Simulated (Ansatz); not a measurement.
Rutile RuO₂, treated with HSE06 (Ansatz, an electronic-structure program, plane waves, PAW).

Run with plane-wave cutoff 500 eV, 6×6×8 k mesh (along the axes of the cell as run), Fermi–Dirac smearing 0.05 eV, magnetic order afm, spin-polarised with opposed moments, scalar-relativistic PAW data made under PBE.

Cell (relaxed with r²SCAN):

```
RuO2
1.0
    4.49826     0.00000     0.00000
    0.00000     4.49826     0.00000
    0.00000     0.00000     3.10997
Ru O
2 4
Direct
  0.00000   0.00000   0.00000
  0.50000   0.50000   0.50000
  0.30434   0.30434   0.00000
  0.69566   0.69566   0.00000
  0.19566   0.80434   0.50000
  0.80434   0.19566   0.50000
```

Question: Estimate the magnetic moment (largest site, within a sphere) that the calculation returns.

Answer: 
magnetic moment (largest site, within a sphere): 1.07 μB

Note: exact exchange on metals is sensitive to the k mesh and can open a false gap; the collinear magnetic order is the start's and need not be the measured one; cell and atoms aren't relaxed at this level (largest force component 0.03 eV/Å, pressure -1.6 GPa).

Moments are spin moments.

The computed numbers hold no vibrational or temperature effects.
